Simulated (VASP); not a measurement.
Input of a VASP 6.6.1 run:

The input INCAR:

```
SYSTEM = Zn2Ga2O3
PREC     = Normal         ! precision mode
ENCUT    = 520            ! plane-wave cutoff, eV
EDIFF    = 1E-5           ! SCF threshold, eV
ISMEAR   = 0              ! smearing method
SIGMA    = 0.15           ! smearing width, eV
LREAL    = Auto         
LASPH    = .TRUE.         ! aspherical terms in the spheres
NELM     = 80             ! most SCF steps
ALGO     = Fast           ! electronic algorithm
ISIF     = 3              ! what is computed and relaxed
LWAVE    = .FALSE.        ! write WAVECAR
LCHARG   = .FALSE.        ! write CHGCAR
GGA      = PE             ! functional
IBRION   = 2              ! ionic algorithm
NSW      = 110            ! ionic steps
EDIFFG   = -0.03          ! ionic threshold
ISYM     = 0            
KPAR     = 4
```

KPOINTS

```
regular mesh
0
G
  5 5 2
  0 0 0
```

POSCAR

```
Zn2Ga2O3
1.0
    5.9081033200     -0.0038221700     -0.0349659800
   -1.4786808800      2.5951030200     -0.0136878400
   -0.0808189400     -0.1197245600     13.3646832900
Zn Ga O
4 4 6
Direct
    0.1985048400      0.6753856100      0.4071758400
    0.6868243800      0.7031202800      0.4134413500
    0.3503233700      0.3541972100      0.5760345500
    0.8444295600      0.4111639700      0.5916806700
    0.2061323500      0.7216445800      0.0963694600
    0.6597580100      0.6917132800      0.1090593800
    0.3637030300      0.4480398400      0.8947511300
    0.8105440500      0.2721482000      0.8953564600
    0.3641414500      0.3837664200      0.1635753000
    0.8780085200      0.3544545000      0.1618870900
    0.1814523100      0.6958799300      0.8373235400
    0.6773631400      0.6682725400      0.8387122000
    0.9849218500      0.0088824900      0.9921477800
    0.5075795200      0.0318522800      0.9999381800
```

Potentials or basis: VASP PAW PBE potentials, release 64 (Zn, Ga_d, O).

Command:

```bash
$ cat potpaw_PBE.64/Zn/POTCAR potpaw_PBE.64/Ga_d/POTCAR potpaw_PBE.64/O/POTCAR > POTCAR
$ mpirun -np 4 vasp_std > vasp.out
```

(1) Predict the band gap on the k mesh.

(2) Estimate the relaxed cell.

(3) What does it give for the relaxed volume?

Results:

(1) none (metal or under the smearing width).

(2) a = 5.946 Å, b = 3.033 Å, c = 13.687 Å, α = 90.07°, β = 90.53°, γ = 120.19°.

(3) 15.24 Å³/atom.

Caveat: the k mesh is coarse (spacing up to 0.48 Å⁻¹), so the values aren't converged.
